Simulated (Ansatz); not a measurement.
**SnSe: a one-atom displacement scan**

The task, for SnSe: measure how stiffly atom 3 (Se) is held.

Method: DFT LDA, scalar-relativistic, plane waves, PAW, in Ansatz 0.2.0.

## 1. Starting point

The structure is tetragonal, space group P4/nmm (No. 129). The conventional cell has a = 4.285 Å, b = 4.285 Å, c = 10.991 Å, α = 90.00°, β = 90.00°, γ = 90.00°. Around Sn (site symmetry 4mm) lie 5 Se at 2.68 to 3.03 Å. Around Se (site symmetry 4mm) lie 5 Sn at 2.68 to 3.03 Å.

Structure file:

```
Sn Se
1.0
     4.28533    0.00000    0.00000
     0.00000    4.28533    0.00000
     0.00000    0.00000   10.99069
Sn Se
2 2
Cartesian
  2.1427 0.0000 4.0911
  0.0000 2.1427 6.8996
  2.1427 0.0000 6.7707
  0.0000 2.1427 4.2200
```

It goes back to an entry of the Materials Project, which need not be the stable form.

The cell is taken as given, not relaxed at this level.

## 2. The reference cell

The reference gives a free energy of -22526.7327 eV, pressure -1.41 GPa, largest force 0.244 eV/Å and gap on the mesh 1.47 eV. It was computed beforehand with the settings of the runs below.

## 3. Setting up a one-atom displacement scan

Atom 3 (Se) is moved by x along the Cartesian unit vector (-0.706, -0.706, 0.043); the cell and all other atoms stay fixed. Forces below are components along that vector, summed over the moved atoms. In a periodic cell its images move with it.

## 4. At x = -0.450 Å

input.yaml reads:

```yaml
crystal:
  lattice:
    - [4.2853274191, 0.0, 0.0]
    - [0.0, 4.2853274191, 0.0]
    - [0.0, 0.0, 10.99069213]
  atoms:
    - { symbol: Sn, position: [0.5, 0.0, 0.37222911] }
    - { symbol: Sn, position: [0.0, 0.5, 0.62777089] }
    - { symbol: Se, position: [0.5741857864, 0.0741857864, 0.6142988837] }
    - { symbol: Se, position: [0.0, 0.5, 0.38396051] }
basis:
  ecutwfc: 420
kpoints:
  mp_grid: { grid: [6, 6, 4] }
hamiltonian:
  xc: lda
scf:
  occupations: { method: gaussian, width: 0.05 }
output:
  forces: true
  stress: true
  eigenvalues: true
```

Run with:

```bash
$ ansatz run input.yaml --threads 2 --pin off --max-ram 5120MiB --backend cpu --events-out ev --progress --plain --runs-dir out
```

The program printed, cut to the lines that bear on the results:

```text
Warning: RAYON_NUM_THREADS=2 ignored (pool sized by the plan → 2); use --threads N
[...]
Pseudopotentials: kind: paw
Pseudopotential: Sn, paw, valence charge 14, recommended cutoff 420 eV (normal), Sn.paw.azcp
Pseudopotential: Se, paw, valence charge 16, recommended cutoff 420 eV (normal), Se.paw.azcp
Functional definition: SPW92
[...]
Crystal: 4 atoms, lattice volume = 201.833 Å³
Basis set: ecut = 420 eV, 3933 PW (Γ)
Bands: 36, of which v1, the nominal top of the filled ones, is band 30 counted from 1 (29 counted from 0)
Symmetry: 2 space group operations
Space group: Cm (ITA 8), of the structure as read, at distance tolerance 5.9e-5 Å
k-points: 47 of 144 (time reversal used)
[...]
SCF iter   1: F=—  HF=-22526.546546 eV  |F-HF|=—  |Δ(HF+E_count)|=         —  Δρ=3.99e-3  dr2=2.59e-2  ethr=1.77e-3  ⟨swp⟩=7.6  Hψ=7417  notcnv=0
[...]
SCF iter   8: F=-22526.535338 eV  HF=-22526.535338 eV  |F-HF|=7.68e-9  |Δ(HF+E_count)|=   6.87e-8  Δρ=2.59e-6  dr2=1.12e-8  ethr=1.67e-10  ⟨swp⟩=8.4  Hψ=7187  notcnv=0
[...]
SCF converged after 8 iterations
Free energy (F): -22526.535338 eV
[...]
E sigma→0 (E₀):  -22526.535338 eV
Fermi energy:    2.783133 eV
[...]
--- Forces (eV/Å), atoms counted from 1 ---
  atom   1  Sn    -0.06173426    -0.06173426     0.13530601
  atom   2  Sn     0.57392952     0.57392952    -0.10483434
  atom   3  Se    -0.92600538    -0.92600538     0.08872034
  atom   4  Se     0.41380794     0.41380794    -0.11920174
[...]
--- Stress (GPa, compression-positive) ---
       -0.610688       1.151815      -0.633829
        1.151815      -0.610688      -0.633829
       -0.633829      -0.633829      -0.061332
  P = ⅓ Tr σ = -0.4276 GPa (-4.276 kbar)
--- Band table (eV; the first three rows and the last of 47) ---
[...]
```

Wall time 15 s (2 threads of Oxide Virtual Turin-like (Zen 5), shared host); peak memory 0.58 GiB.

## 5. x = 0.360 Å

input.yaml, as its differences from that of step 4:

```diff
@@ -8,3 +8,3 @@
     - { symbol: Sn, position: [0.0, 0.5, 0.62777089] }
-    - { symbol: Se, position: [0.5741857864, 0.0741857864, 0.6142988837] }
+    - { symbol: Se, position: [0.4406513709, -0.0593486291, 0.617431975] }
     - { symbol: Se, position: [0.0, 0.5, 0.38396051] }
```

Run with:

```bash
$ ansatz run input.yaml --threads 2 --pin off --max-ram 5120MiB --backend cpu --events-out ev --progress --plain --runs-dir out
```

The program printed, cut to the lines that bear on the results:

```text
[...]
SCF converged after 8 iterations
Free energy (F): -22526.628592 eV
[...]
E sigma→0 (E₀):  -22526.628592 eV
Fermi energy:    2.793136 eV
[...]
--- Forces (eV/Å), atoms counted from 1 ---
  atom   1  Sn     0.04898734     0.04898734     0.30236818
  atom   2  Sn    -0.27567198    -0.27567198    -0.13197806
  atom   3  Se     0.56228121     0.56228121    -0.09035362
  atom   4  Se    -0.33559705    -0.33559705    -0.08001869
[...]
--- Stress (GPa, compression-positive) ---
       -1.122233       0.683961       0.553990
        0.683961      -1.122233       0.553990
        0.553990       0.553990      -0.498635
  P = ⅓ Tr σ = -0.9144 GPa (-9.144 kbar)
--- Band table (eV; the first three rows and the last of 47) ---
[...]
```

Wall time 14 s (2 threads of Oxide Virtual Turin-like (Zen 5), shared host); peak memory 0.57 GiB.

## 6. x = -0.270 Å

input.yaml, as its differences from that of step 5:

```diff
@@ -8,3 +8,3 @@
     - { symbol: Sn, position: [0.0, 0.5, 0.62777089] }
-    - { symbol: Se, position: [0.4406513709, -0.0593486291, 0.617431975] }
+    - { symbol: Se, position: [0.5445114718, 0.0445114718, 0.6149951262] }
     - { symbol: Se, position: [0.0, 0.5, 0.38396051] }
```

Run with:

```bash
$ ansatz run input.yaml --threads 2 --pin off --max-ram 5120MiB --backend cpu --events-out ev --progress --plain --runs-dir out
```

The program printed, cut to the lines that bear on the results:

```text
[...]
SCF converged after 8 iterations
Free energy (F): -22526.684257 eV
[...]
E sigma→0 (E₀):  -22526.684257 eV
Fermi energy:    2.854818 eV
[...]
--- Forces (eV/Å), atoms counted from 1 ---
  atom   1  Sn    -0.05058167    -0.05058167     0.16933516
  atom   2  Sn     0.09822624     0.09822624    -0.20084055
  atom   3  Se    -0.32029888    -0.32029888     0.04624917
  atom   4  Se     0.27265073     0.27265073    -0.01472681
[...]
--- Stress (GPa, compression-positive) ---
       -1.416244       0.364063      -0.431543
        0.364063      -1.416244      -0.431543
       -0.431543      -0.431543      -0.353909
  P = ⅓ Tr σ = -1.0621 GPa (-10.621 kbar)
--- Band table (eV; the first three rows and the last of 47) ---
[...]
```

It took 10 s on 2 threads of Oxide Virtual Turin-like (Zen 5), shared host; peak memory 0.59 GiB.

## 7. x = 0.180 Å

input.yaml, as its differences from that of step 6:

```diff
@@ -8,3 +8,3 @@
     - { symbol: Sn, position: [0.0, 0.5, 0.62777089] }
-    - { symbol: Se, position: [0.5445114718, 0.0445114718, 0.6149951262] }
+    - { symbol: Se, position: [0.4703256854, -0.0296743146, 0.6167357325] }
     - { symbol: Se, position: [0.0, 0.5, 0.38396051] }
```

Run with:

```bash
$ ansatz run input.yaml --threads 2 --pin off --max-ram 5120MiB --backend cpu --events-out ev --progress --plain --runs-dir out
```

The program printed, cut to the lines that bear on the results:

```text
[...]
SCF converged after 8 iterations
Free energy (F): -22526.713974 eV
[...]
E sigma→0 (E₀):  -22526.713974 eV
Fermi energy:    2.894231 eV
[...]
--- Forces (eV/Å), atoms counted from 1 ---
  atom   1  Sn     0.03476011     0.03476011     0.27718592
  atom   2  Sn    -0.01220756    -0.01220756    -0.21174493
  atom   3  Se     0.16318813     0.16318813    -0.07296122
  atom   4  Se    -0.18573810    -0.18573810     0.00753604
[...]
--- Stress (GPa, compression-positive) ---
       -1.648445       0.153963       0.301912
        0.153963      -1.648445       0.301912
        0.301912       0.301912      -0.629559
  P = ⅓ Tr σ = -1.3088 GPa (-13.088 kbar)
--- Band table (eV; the first three rows and the last of 47) ---
[...]
```

It took 14 s on 2 threads of Oxide Virtual Turin-like (Zen 5), shared host; peak memory 0.57 GiB.

## 8. x = -0.090 Å

input.yaml, as its differences from that of step 7:

```diff
@@ -8,3 +8,3 @@
     - { symbol: Sn, position: [0.0, 0.5, 0.62777089] }
-    - { symbol: Se, position: [0.4703256854, -0.0296743146, 0.6167357325] }
+    - { symbol: Se, position: [0.5148371573, 0.0148371573, 0.6156913687] }
     - { symbol: Se, position: [0.0, 0.5, 0.38396051] }
@@ -22 +22,5 @@
   eigenvalues: true
+  write_density: true
+  write_potential: true
+  elf: true
+  volumetric_format: npy
```

Run with:

```bash
$ ansatz run input.yaml --threads 2 --pin off --max-ram 5120MiB --backend cpu --events-out ev --progress --plain --runs-dir out
```

The program printed, cut to the lines that bear on the results:

```text
[...]
WARN: The output density's exchange-correlation potential varies sharply where the density is thin. Do not read a vacuum level from v_tot or v_xc, or from such a field of the output density. On a cell that repeats whose density bears no net charge and no dipole along the vacuum's axis use [...]
SCF converged after 8 iterations
Free energy (F): -22526.728676 eV
[...]
E sigma→0 (E₀):  -22526.728676 eV
Fermi energy:    2.908221 eV
[...]
--- Forces (eV/Å), atoms counted from 1 ---
  atom   1  Sn    -0.01985663    -0.01985663     0.22099806
  atom   2  Sn    -0.00953398    -0.00953398    -0.24221075
  atom   3  Se    -0.06720095    -0.06720095    -0.01549663
  atom   4  Se     0.09658713     0.09658713     0.03668975
[...]
--- Stress (GPa, compression-positive) ---
       -1.751861       0.037473      -0.154115
        0.037473      -1.751861      -0.154115
       -0.154115      -0.154115      -0.571683
  P = ⅓ Tr σ = -1.3585 GPa (-13.585 kbar)
--- Band table (eV; the first three rows and the last of 47) ---
[...]
```

Wall time 17 s (2 threads of Oxide Virtual Turin-like (Zen 5), shared host); peak memory 0.6 GiB.

Axes a, b and c in the maps are those of this run's conventional cell (a, b, c = 6.060, 6.060, 10.991 Å).

Density in a lattice plane of the grid's cell (edges 6.06 and 10.99 Å, at 0.250 of the third edge), which holds Sn and Se.

Ten even steps from '0' (0.00 e/Å³) to '9' (24.65 e/Å³):
```
00000000000000
00000000000000
00000000000000
00000000000000
00000000000000
00000000000000
00033000002400
00033000005910
00000000000000
00000000000000
00000000000000
00077000003300
00033000003300
00000000000000
00000000000000
00000000000000
00000000000000
00000000000000
00000000000000
00000000000000
```
Columns run along the first of these edges and rows up along the second, over one cell in 14 and 20 even steps from the bottom left corner. Atoms in the plane (fractional): Sn at (0.75, 0.37), Sn at (0.25, 0.63), Se at (0.76, 0.62), Se at (0.25, 0.38).

ELF in the same plane.

Ten even steps from '0' (0.00) to '9' (0.82):
```
00000000000000
00001000000000
00245200000000
01699720013320
13788851168862
34544552599997
53300343897699
53300333894289
32333321689997
12577631257763
26999872233332
48833884330033
48966984430034
26999962454455
12688621488884
00133100269972
00000000024420
00000000000000
00000000000000
00000000000000
```
Columns run along the first of these edges and rows up along the second, over one cell in 14 and 20 even steps from the bottom left corner. Atoms in the plane (fractional): Sn at (0.75, 0.37), Sn at (0.25, 0.63), Se at (0.76, 0.62), Se at (0.25, 0.38).

Both are smooth fields of the valence electrons: close to the nuclei they are not physical.

Maxima of ELF outside the ion cores: 0.83 beside Se, off the lines to its neighbours, 0.9 Å from Se; 0.80 outside the outer layer, 1.7 Å from Sn; 0.79 in the shell around Se, 0.9 Å from Se.

## 9. At x = 0.450 Å

input.yaml, as its differences from that of step 8:

```diff
@@ -8,3 +8,3 @@
     - { symbol: Sn, position: [0.0, 0.5, 0.62777089] }
-    - { symbol: Se, position: [0.5148371573, 0.0148371573, 0.6156913687] }
+    - { symbol: Se, position: [0.4258142136, -0.0741857864, 0.6177800963] }
     - { symbol: Se, position: [0.0, 0.5, 0.38396051] }
@@ -22,5 +22 @@
   eigenvalues: true
-  write_density: true
-  write_potential: true
-  elf: true
-  volumetric_format: npy
```

Run with:

```bash
$ ansatz run input.yaml --threads 2 --pin off --max-ram 5120MiB --backend cpu --events-out ev --progress --plain --runs-dir out
```

The program printed, cut to the lines that bear on the results:

```text
Warning: RAYON_NUM_THREADS=2 ignored (pool sized by the plan → 2); use --threads N
[...]
[... 4 set-up lines as earlier in the session ...]
[...]
Crystal: 4 atoms, lattice volume = 201.833 Å³
Basis set: ecut = 420 eV, 3933 PW (Γ)
Bands: 36, of which v1, the nominal top of the filled ones, is band 30 counted from 1 (29 counted from 0)
[... 2 set-up lines as earlier in the session ...]
k-points: 47 of 144 (time reversal used)
[...]
SCF iter   1: F=—  HF=-22526.547081 eV  |F-HF|=—  |Δ(HF+E_count)|=         —  Δρ=4.00e-3  dr2=2.93e-2  ethr=1.77e-3  ⟨swp⟩=7.7  Hψ=7422  notcnv=0
[...]
SCF iter   8: F=-22526.535019 eV  HF=-22526.535019 eV  |F-HF|=3.16e-9  |Δ(HF+E_count)|=   4.43e-8  Δρ=2.31e-6  dr2=8.75e-9  ethr=1.67e-10  ⟨swp⟩=8.4  Hψ=7117  notcnv=0
[...]
SCF converged after 8 iterations
Free energy (F): -22526.535019 eV
[...]
E sigma→0 (E₀):  -22526.535019 eV
Fermi energy:    2.770763 eV
[...]
--- Forces (eV/Å), atoms counted from 1 ---
  atom   1  Sn     0.04821869     0.04821869     0.31773488
  atom   2  Sn    -0.57930117    -0.57930117    -0.07445160
  atom   3  Se     0.92676963     0.92676963    -0.10112501
  atom   4  Se    -0.39568718    -0.39568718    -0.14214818
[...]
--- Stress (GPa, compression-positive) ---
       -0.654408       1.147087       0.653480
        1.147087      -0.654408       0.653480
        0.653480       0.653480      -0.400408
  P = ⅓ Tr σ = -0.5697 GPa (-5.697 kbar)
--- Band table (eV; the first three rows and the last of 47) ---
[...]
```

Wall time 14 s (2 threads of Oxide Virtual Turin-like (Zen 5), shared host); peak memory 0.58 GiB.

## 10. x = -0.360 Å

input.yaml, as its differences from that of step 9:

```diff
@@ -8,3 +8,3 @@
     - { symbol: Sn, position: [0.0, 0.5, 0.62777089] }
-    - { symbol: Se, position: [0.4258142136, -0.0741857864, 0.6177800963] }
+    - { symbol: Se, position: [0.5593486291, 0.0593486291, 0.614647005] }
     - { symbol: Se, position: [0.0, 0.5, 0.38396051] }
```

Run with:

```bash
$ ansatz run input.yaml --threads 2 --pin off --max-ram 5120MiB --backend cpu --events-out ev --progress --plain --runs-dir out
```

The program printed, cut to the lines that bear on the results:

```text
Warning: RAYON_NUM_THREADS=2 ignored (pool sized by the plan → 2); use --threads N
[...]
[... 4 set-up lines as earlier in the session ...]
[...]
Crystal: 4 atoms, lattice volume = 201.833 Å³
Basis set: ecut = 420 eV, 3933 PW (Γ)
Bands: 36, of which v1, the nominal top of the filled ones, is band 30 counted from 1 (29 counted from 0)
[... 2 set-up lines as earlier in the session ...]
k-points: 47 of 144 (time reversal used)
[...]
SCF iter   1: F=—  HF=-22526.640531 eV  |F-HF|=—  |Δ(HF+E_count)|=         —  Δρ=3.98e-3  dr2=2.64e-2  ethr=1.77e-3  ⟨swp⟩=7.7  Hψ=7354  notcnv=0
[...]
SCF iter   8: F=-22526.628912 eV  HF=-22526.628912 eV  |F-HF|=1.17e-8  |Δ(HF+E_count)|=   7.04e-8  Δρ=2.86e-6  dr2=1.41e-8  ethr=1.67e-10  ⟨swp⟩=8.3  Hψ=7307  notcnv=0
[...]
SCF converged after 8 iterations
Free energy (F): -22526.628912 eV
[...]
E sigma→0 (E₀):  -22526.628912 eV
Fermi energy:    2.803579 eV
[...]
--- Forces (eV/Å), atoms counted from 1 ---
  atom   1  Sn    -0.05851323    -0.05851323     0.14864594
  atom   2  Sn     0.27475427     0.27475427    -0.16058011
  atom   3  Se    -0.56358357    -0.56358357     0.07243608
  atom   4  Se     0.34734132     0.34734132    -0.06050366
[...]
--- Stress (GPa, compression-positive) ---
       -1.086441       0.687029      -0.543921
        0.687029      -1.086441      -0.543921
       -0.543921      -0.543921      -0.213634
  P = ⅓ Tr σ = -0.7955 GPa (-7.955 kbar)
--- Band table (eV; the first three rows and the last of 47) ---
[...]
```

It took 12 s on 2 threads of Oxide Virtual Turin-like (Zen 5), shared host; peak memory 0.57 GiB.

## 11. At x = 0.270 Å

input.yaml, as its differences from that of step 10:

```diff
@@ -8,3 +8,3 @@
     - { symbol: Sn, position: [0.0, 0.5, 0.62777089] }
-    - { symbol: Se, position: [0.5593486291, 0.0593486291, 0.614647005] }
+    - { symbol: Se, position: [0.4554885282, -0.0445114718, 0.6170838538] }
     - { symbol: Se, position: [0.0, 0.5, 0.38396051] }
```

Run with:

```bash
$ ansatz run input.yaml --threads 2 --pin off --max-ram 5120MiB --backend cpu --events-out ev --progress --plain --runs-dir out
```

The program printed, cut to the lines that bear on the results:

```text
Warning: RAYON_NUM_THREADS=2 ignored (pool sized by the plan → 2); use --threads N
[...]
[... 4 set-up lines as earlier in the session ...]
[...]
Crystal: 4 atoms, lattice volume = 201.833 Å³
Basis set: ecut = 420 eV, 3933 PW (Γ)
Bands: 36, of which v1, the nominal top of the filled ones, is band 30 counted from 1 (29 counted from 0)
[... 2 set-up lines as earlier in the session ...]
k-points: 47 of 144 (time reversal used)
[...]
SCF iter   1: F=—  HF=-22526.696125 eV  |F-HF|=—  |Δ(HF+E_count)|=         —  Δρ=3.98e-3  dr2=2.86e-2  ethr=1.77e-3  ⟨swp⟩=7.6  Hψ=7318  notcnv=0  defer=2
[...]
SCF iter   8: F=-22526.683827 eV  HF=-22526.683827 eV  |F-HF|=1.30e-8  |Δ(HF+E_count)|=   8.40e-8  Δρ=3.07e-6  dr2=1.58e-8  ethr=1.67e-10  ⟨swp⟩=10.4  Hψ=7760  notcnv=0
[...]
SCF converged after 8 iterations
Free energy (F): -22526.683827 eV
[...]
E sigma→0 (E₀):  -22526.683827 eV
Fermi energy:    2.846119 eV
[...]
--- Forces (eV/Å), atoms counted from 1 ---
  atom   1  Sn     0.04484015     0.04484015     0.28944053
  atom   2  Sn    -0.09733312    -0.09733312    -0.17762287
  atom   3  Se     0.31851975     0.31851975    -0.08187583
  atom   4  Se    -0.26602322    -0.26602322    -0.02992471
[...]
--- Stress (GPa, compression-positive) ---
       -1.443156       0.362546       0.436245
        0.362546      -1.443156       0.436245
        0.436245       0.436245      -0.576693
  P = ⅓ Tr σ = -1.1543 GPa (-11.543 kbar)
--- Band table (eV; the first three rows and the last of 47) ---
[...]
```

Run time: 15 s. Hardware: 2 threads of Oxide Virtual Turin-like (Zen 5), shared host; peak memory 0.57 GiB.

## 12. x = -0.180 Å

input.yaml, as its differences from that of step 11:

```diff
@@ -8,3 +8,3 @@
     - { symbol: Sn, position: [0.0, 0.5, 0.62777089] }
-    - { symbol: Se, position: [0.4554885282, -0.0445114718, 0.6170838538] }
+    - { symbol: Se, position: [0.5296743146, 0.0296743146, 0.6153432475] }
     - { symbol: Se, position: [0.0, 0.5, 0.38396051] }
@@ -22 +22,5 @@
   eigenvalues: true
+  write_density: true
+  write_potential: true
+  elf: true
+  volumetric_format: npy
```

Run with:

```bash
$ ansatz run input.yaml --threads 2 --pin off --max-ram 5120MiB --backend cpu --events-out ev --progress --plain --runs-dir out
```

The program printed, cut to the lines that bear on the results:

```text
[...]
SCF converged after 8 iterations
Free energy (F): -22526.714423 eV
[...]
E sigma→0 (E₀):  -22526.714423 eV
Fermi energy:    2.899538 eV
[...]
--- Forces (eV/Å), atoms counted from 1 ---
  atom   1  Sn    -0.03742739    -0.03742739     0.19479814
  atom   2  Sn     0.01315253     0.01315253    -0.22781824
  atom   3  Se    -0.16440278    -0.16440278     0.01515768
  atom   4  Se     0.18867371     0.18867371     0.01785809
[...]
--- Stress (GPa, compression-positive) ---
       -1.630757       0.154465      -0.300090
        0.154465      -1.630757      -0.300090
       -0.300090      -0.300090      -0.476458
  P = ⅓ Tr σ = -1.2460 GPa (-12.460 kbar)
--- Band table (eV; the first three rows and the last of 47) ---
[...]
```

It took 14 s on 2 threads of Oxide Virtual Turin-like (Zen 5), shared host; peak memory 0.59 GiB.

Axes a, b and c in the maps are those of this run's conventional cell (a, b, c = 6.060, 6.060, 10.991 Å).

Density in a lattice plane of the grid's cell (edges 6.06 and 10.99 Å, at 0.250 of the third edge), which holds Sn and Se.

Ten even steps from '0' (0.00 e/Å³) to '9' (27.67 e/Å³):
```
00000000000000
00000000000000
00000000000000
00000000000000
00000000000000
00000000000000
00033000001410
00022000003920
00000000000000
00000000000000
00000000000000
00077000002200
00033000003300
00000000000000
00000000000000
00000000000000
00000000000000
00000000000000
00000000000000
00000000000000
```
Columns run along the first of these edges and rows up along the second, over one cell in 14 and 20 even steps from the bottom left corner. Atoms in the plane (fractional): Sn at (0.75, 0.37), Sn at (0.25, 0.63), Se at (0.78, 0.62), Se at (0.25, 0.38).

ELF in the same plane.

Ten even steps from '0' (0.00) to '9' (0.83):
```
00000000000000
00001000000000
00245300000000
01589830013320
13788861158863
34544562499997
63300343698589
63300332796279
42333321589998
12577631257763
26899872233332
48833884330033
48966984430034
26999962454455
12688621488884
00133200169972
00000000024420
00000000000000
00000000000000
00000000000000
```
Columns run along the first of these edges and rows up along the second, over one cell in 14 and 20 even steps from the bottom left corner. Atoms in the plane (fractional): Sn at (0.75, 0.37), Sn at (0.25, 0.63), Se at (0.78, 0.62), Se at (0.25, 0.38).

Both are smooth fields of the valence electrons: close to the nuclei they are not physical.

The highest ELF values outside the cores: 0.84 beside Se, off the lines to its neighbours, 0.9 Å from Se; 0.80 outside the outer layer, 1.7 Å from Sn; 0.79 in the shell around Se, 0.9 Å from Se.

## 13. Results of the scan

Collected from the runs (energy zero: the undisturbed cell):

```csv
x (Å),ΔE (meV/cell),force on the moved atoms (eV/Å),pressure (GPa),gap on the mesh (eV)
-0.450,197.3,1.312,-0.4,1.29
-0.360,103.8,0.799,-0.8,1.39
-0.270,48.4,0.455,-1.1,1.44
-0.180,18.3,0.233,-1.2,1.48
-0.090,4.0,0.094,-1.4,1.47
0.000,0.0,-0.002,-1.4,1.47
0.180,18.7,-0.234,-1.3,1.47
0.270,48.8,-0.454,-1.2,1.42
0.360,104.1,-0.798,-0.9,1.37
0.450,197.7,-1.314,-0.6,1.26
```

## 14. Summary of results

```
                                                        quantity       value
force constant along x, from the points at -0.090, 0 and 0.180 Å  1.14 eV/Å²
```

What this shows: Near the site the force constant is 1.14 eV/Å²; for the mass of Se against a rigid frame that is a vibration of about 63 cm⁻¹. The step of 0.18 Å is wide, so anharmonic terms mix in. No sampled point lies below the undisturbed cell. The gap on the mesh stays between 1.26 and 1.48 eV. The cell holds empty space of several Å, a single layer or slab in vacuum, so volume, pressure and the long edge depend on that space.

Spin-orbit coupling is left out, though the cell holds Sn; it can move the gap.
